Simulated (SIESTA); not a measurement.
SnO:

```xyz
4
Lattice="3.8137 0.0000 0.0000 0.0000 3.8137 0.0000 0.0000 0.0000 4.8869" Properties=species:S:1:pos:R:3 pbc="T T T"
Sn    1.9068    0.0000    3.7367
Sn    0.0000    1.9068    1.1503
O     0.0000    0.0000    0.0000
O     1.9068    1.9068    0.0000
```

The cell is a database's computed one.

Base run:

| Property | Result |
| --- | --- |
| Program | SIESTA 5.4.2 |
| Functional | PBEsol |
| Potentials or basis | PseudoDojo 0.4 standard (PBEsol files) |
| Basis | DZP (energy shift 0.003 Ry; two zetas on semicore shells) |
| Grid cutoff | 800 Ry |
| Energy shift | 0.003 Ry |
| k mesh | 7 × 7 × 6 |
| Occupations | fermi-dirac, width 0.05 eV |
| Spin | no spin polarisation |

Its results: band gap on the k mesh 0.36 eV, indirect (least direct gap 1.88 eV); pressure 2.5 GPa; largest force 0.641 eV/Å.

Problem. After a change of settings the same cell gave: band gap on the k mesh 0.58 eV, indirect (least direct gap 2.12 eV); pressure 11.6 GPa; largest force 1.180 eV/Å. Which change was it?
A. functional from PBEsol to AM05
B. functional from PBEsol to vdW-DF-cx; potentials or basis from PseudoDojo 0.4 standard (PBEsol files) to PseudoDojo 0.4 standard (PBE files)
C. functional from PBEsol to LDA; potentials or basis from PseudoDojo 0.4 standard (PBEsol files) to PseudoDojo 0.4 standard (LDA files)
D. functional from PBEsol to BLYP; potentials or basis from PseudoDojo 0.4 standard (PBEsol files) to PseudoDojo 0.4 standard (PBE files)

Solution. D.

Caveats: spin-orbit coupling is left out, which moves the levels of the heavy elements; the mesh misses the band edges, which the band path finds closer together; the basis of atomic orbitals isn't converged, which shifts pressures, moduli and gaps; the potentials were made for another functional, which shifts forces and pressure (some runs).

Not every run made on this cell is shown here.
